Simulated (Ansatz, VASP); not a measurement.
# SiN in VASP and in Ansatz

```
Si N
1.0
     2.86281    0.00000    0.00000
    -1.43140    2.47927    0.00000
     0.00000    0.00000    2.79224
Si N
1 1
Direct
  0.00000 0.00000 0.00000
  0.66667 0.33333 0.50000
```

Alike in both runs: task relaxation of cell and atoms; functional PBE; k mesh 6 × 6 × 6; occupations gaussian, width 0.1 eV; no spin polarisation.

```csv
,VASP,Ansatz
version,VASP 6.6.1,Ansatz 0.2.0
potentials or method,"VASP PAW PBE potentials, release 64 (Si, N)","scalar-relativistic, plane waves, PAW"
plane-wave cutoff (eV),600,420
valence electrons in the cell,9,9
```

Ansatz gave:

```
gap on the k mesh at the Fermi level, each at its own relaxed structure (eV) : none
relaxed volume (Å³/atom)                                                     : 8.75
relaxed cell length with the largest relative difference (Å)                 : 2.755
energy change over the relaxation (meV/atom)                                 : -68
```

Question: Estimate VASP's values.

Answer: gap on the k mesh at the Fermi level, each at its own relaxed structure (eV): none; relaxed volume (Å³/atom): 8.74; relaxed cell length with the largest relative difference (Å): 2.754; energy change over the relaxation (meV/atom): -69.

A gap of «none» marks a metal or a gap that the smearing closes.

Caveats: the k mesh is coarse (spacing up to 0.42 Å⁻¹), so the values aren't converged.
